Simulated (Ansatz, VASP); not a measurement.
Ge in VASP and in Ansatz

```xyz
2
Lattice="0.0000 2.8379 2.8379 2.8379 0.0000 2.8379 2.8379 2.8379 0.0000" Properties=species:S:1:pos:R:3 pbc="T T T"
Ge    2.8379    2.8379    2.8379
Ge    4.2568    4.2568    4.2568
```

Alike in both runs: functional PBEsol; k mesh 14 × 14 × 14; occupations gaussian, width 0.1 eV; no spin polarisation.

Ansatz relaxed the structure, and its values are those at the end. VASP's run is a single point on that final structure, the one shown.

|  | VASP | Ansatz |
| --- | --- | --- |
| version | VASP 6.6.1 | Ansatz 0.2.0 |
| potentials or method | VASP PAW PBE potentials, release 64 (Ge_d) | scalar-relativistic, plane waves, PAW |
| plane-wave cutoff (eV) | 520 | 420 |
| valence electrons in the cell | 28 | 28 |

Ansatz gave:

* gap on the k mesh at the Fermi level (eV): none
* pressure (GPa): 0.0

**Question.** Which values does VASP return?

**Answer.** gap on the k mesh at the Fermi level (eV): none; pressure (GPa): -0.4.

A gap of «none» marks a metal or a gap that the smearing closes. The functional is the same, so the differences come from potentials, cutoffs and numerics.

Caveats: the PAW data sets were made with another functional, which shifts forces and pressure a little (VASP); this crystal is a semiconductor, whose small gap the functional closes, so the metal is an error of the method.
